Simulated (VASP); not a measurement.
# WC: relaxation of cell and atoms with r2SCAN+rVV10

WC:

```
CELL_PARAMETERS angstrom
2.88207 0.00000 0.00000
-1.44104 2.49595 0.00000
0.00000 0.00000 2.82387
ATOMIC_POSITIONS crystal
W 0.00000 0.00000 0.00000
C 0.66667 0.33333 0.50000
```

```
Program                : VASP 6.6.1
Task                   : relaxation of cell and atoms
Functional             : r2SCAN
Dispersion             : rVV10
Potentials or basis    : VASP PAW PBE potentials, release 64 (W_sv, C)
Cutoff                 : 600 eV
k mesh                 : 18 × 18 × 14
Occupations            : gaussian, width 0.1 eV
Spin                   : no spin polarisation
Further INCAR settings : ALGO = Normal; EDIFF = 1e-07; IBRION = 2; EDIFFG = -0.005; NSW = 90; ISIF = 3
```

| Quantity | Value |
| --- | --- |
| Relaxed volume | 10.42 Å³/atom |
| Relaxed cell | a = 2.912 Å, b = 2.912 Å, c = 2.838 Å, α = 90.00°, β = 90.00°, γ = 120.00° |
| Space group after relaxing (to 0.05 Å) | P-6m2 (No. 187) |
| Energy gained by relaxing | 9.2 meV/atom |
| Ionic steps | 6 |
| Pressure after relaxing | 0.0 GPa |
| Band gap on the k mesh | none (metal or under the smearing width) |

Step by step:
```
step  energy change (eV)  largest force (eV/Å)  pressure (GPa)  volume (Å³)
   1              0.0000                0.0000           10.98        20.31
   2              0.1159                0.0000          -25.54        22.43
   3             -0.0180                0.0000           -0.43        20.86
   4             -0.0180                0.0000           -0.14        20.85
   5             -0.0180                0.0000            0.15        20.85
   6             -0.0184                0.0000           -0.01        20.85
```

Final structure:
```
CELL_PARAMETERS angstrom
2.91217 0.00000 0.00000
-1.45608 2.52201 0.00000
0.00000 0.00000 2.83846
ATOMIC_POSITIONS crystal
W 0.00000 0.00000 0.00000
C 0.66667 0.33333 0.50000
```

Levels at points of the mesh, in eV from the Fermi level:
| k point | band 7 | band 8 | band 9 | band 10 | band 11 | band 12 |
| --- | --- | --- | --- | --- | --- | --- |
| (0.00, 0.00, 0.00) | -3.45 | -3.45 | 0.13 | 3.42 | 3.42 | 5.97 |
| (0.50, 0.00, 0.00) | -3.71 | -3.66 | -0.49 | 2.51 | 4.73 | 5.10 |
| (0.00, 0.00, 0.50) | -2.07 | -2.07 | -0.55 | -0.55 | 3.85 | 4.84 |
| (0.50, 0.00, 0.50) | -4.45 | -4.35 | 0.22 | 4.61 | 5.49 | 6.96 |

It took 8.4 min on 1 thread of Intel(R) Xeon(R) 6975P-C (Granite Rapids), on a shared host, peak memory 0.32 GiB.

Caveat: the PAW data sets were made with another functional, which shifts forces and pressure a little. The run has no spin-orbit coupling, so splittings on W are missing.
